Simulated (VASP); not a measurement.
Set up this calculation in VASP 6.6.1, as the native input.

```
Task                   : electric field gradients
Functional             : PBE
Potentials or basis    : VASP PAW PBE potentials, release 64 (Ta_pv, Si)
Cutoff                 : 520 eV
k mesh                 : 10 × 10 × 6
Occupations            : fermi-dirac, width 0.03 eV
Spin                   : no spin polarisation
Dipole correction      : no
Further INCAR settings : ALGO = Normal; EDIFF = 1e-08; NBANDS = 23
```

The structure of TaSi lies in POSCAR:

```
TaSi
1.0
    4.4024234723      0.0000000000      0.0000000000
   -2.2012117362      3.8126105652      0.0000000000
    0.0000000000      0.0000000000      4.9911179725
Ta Si
2 2
Direct
    0.3333333333      0.6666666667     -0.0619989047
    0.6666666667      0.3333333333      0.4380010953
    0.3333333333      0.6666666667      0.4379989047
    0.6666666667      0.3333333333      0.9379989047
```

The cell comes from a database or a generator and needn't be the stable form of this composition.

The input as run:

INCAR

```
SYSTEM = TaSi
PREC = Accurate ; ENCUT = 520
EDIFF = 1E-8 ; ISMEAR = -1
SIGMA = 0.03 ; LREAL = .FALSE.
LASPH = .TRUE. ; NELM = 100
ALGO = Normal ; ISIF = 2
LWAVE = .FALSE. ; LCHARG = .FALSE.
GGA = PE ; LEFG = .TRUE.
NBANDS = 23
```

KPOINTS

```
Automatic mesh
0
G
  10 10 6
  0 0 0
```

Potentials or basis: VASP PAW PBE potentials, release 64 (Ta_pv, Si).

Launch:

```bash
$ cat potpaw_PBE.64/Ta_pv/POTCAR potpaw_PBE.64/Si/POTCAR > POTCAR
$ mpirun -np 1 vasp_std > vasp.out
```

Results of the run:

- Pressure: 0.1 GPa
- Band gap on the k mesh: none (metal or under the smearing width)

It took 46 s on 1 thread of Intel(R) Xeon(R) 6975P-C (Granite Rapids) (shared host), peak memory 0.26 GiB.
